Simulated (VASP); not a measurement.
Here is a VASP 6.6.1 calculation.

The input INCAR:

```
SYSTEM = Mg3Sb2
PREC = Accurate ; ENCUT = 520
EDIFF = 1E-6 ; ISMEAR = -1
SIGMA = 0.05 ; LREAL = .False.
LASPH = .True. ; NELM = 100
ALGO = Normal ; ISIF = 2
LWAVE = .False. ; LCHARG = .False.
METAGGA = R2SCAN ; LMIXTAU = .True.
NBANDS = 16
```

KPOINTS

```
regular mesh
0
Gamma
  7 7 4
  0 0 0
```

The input POSCAR:

```
Mg3Sb2
1.0
    4.5820000000      0.0000000000      0.0000000000
   -2.2910000000      3.9681284001      0.0000000000
    0.0000000000      0.0000000000      7.2440000000
Sb Mg
2 3
Direct
    0.6666666667      0.3333333333      0.7650000000
    0.3333333333      0.6666666667      0.2350000000
    0.0000000000      0.0000000000      0.0000000000
    0.6666666667      0.3333333333      0.3700000000
    0.3333333333      0.6666666667      0.6300000000
```

The input KPOINTS_OPT:

```
path GMKGALHA,LM,KH
15
line-mode
reciprocal
 0.0000000000  0.0000000000  0.0000000000  G
 0.5000000000  0.0000000000  0.0000000000  M

 0.5000000000  0.0000000000  0.0000000000  M
 0.3333333333  0.3333333333  0.0000000000  K

 0.3333333333  0.3333333333  0.0000000000  K
 0.0000000000  0.0000000000  0.0000000000  G

 0.0000000000  0.0000000000  0.0000000000  G
 0.0000000000  0.0000000000  0.5000000000  A

 0.0000000000  0.0000000000  0.5000000000  A
 0.5000000000  0.0000000000  0.5000000000  L

 0.5000000000  0.0000000000  0.5000000000  L
 0.3333333333  0.3333333333  0.5000000000  H

 0.3333333333  0.3333333333  0.5000000000  H
 0.0000000000  0.0000000000  0.5000000000  A

 0.5000000000  0.0000000000  0.5000000000  L
 0.5000000000  0.0000000000  0.0000000000  M

 0.3333333333  0.3333333333  0.0000000000  K
 0.3333333333  0.3333333333  0.5000000000  H
```

Potentials or basis: VASP PAW PBE potentials, release 64 (Sb, Mg).

The run is started by

```console
$ cat potpaw_PBE.64/Sb/POTCAR potpaw_PBE.64/Mg/POTCAR > POTCAR
$ mpirun -np 1 vasp_std > vasp.out
```

Task: What does it give for the largest force?

Result: 0.356 eV/Å.

Task: Estimate the pressure.

Result: 0.0 GPa.

Stress tensor (GPa, compression positive):
```
-0.28  0.00  0.00
 0.00 -0.28  0.00
 0.00  0.00  0.66
```

Caveat: the PAW data sets were made with another functional, which shifts forces and pressure a little.
